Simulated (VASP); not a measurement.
Cu3Au (Auricupride):

```
Au Cu
1.0
     3.74000    0.00000    0.00000
     0.00000    3.74000    0.00000
     0.00000    0.00000    3.74000
Au Cu
1 3
Direct
  0.00000 0.00000 0.00000
  0.50000 0.50000 0.00000
  0.50000 0.00000 0.50000
  0.00000 0.50000 0.50000
```

Base run:

| Quantity | Value |
| --- | --- |
| Program | VASP 6.6.1 |
| Functional | rSCAN |
| Potentials or basis | VASP PAW PBE potentials, release 64 (Au, Cu) |
| Cutoff | 520 eV |
| k mesh | 7 × 7 × 7 |
| Occupations | fermi-dirac, width 0.05 eV |
| Spin | no spin polarisation |

Its results: pressure -0.2 GPa.

Q: The run is repeated on the same cell with these changes: functional from rSCAN to SCAN. What comes out?

A: Pressure -3.7 GPa.

Caveats: the PAW data sets were made with another functional, which shifts forces and pressure a little.
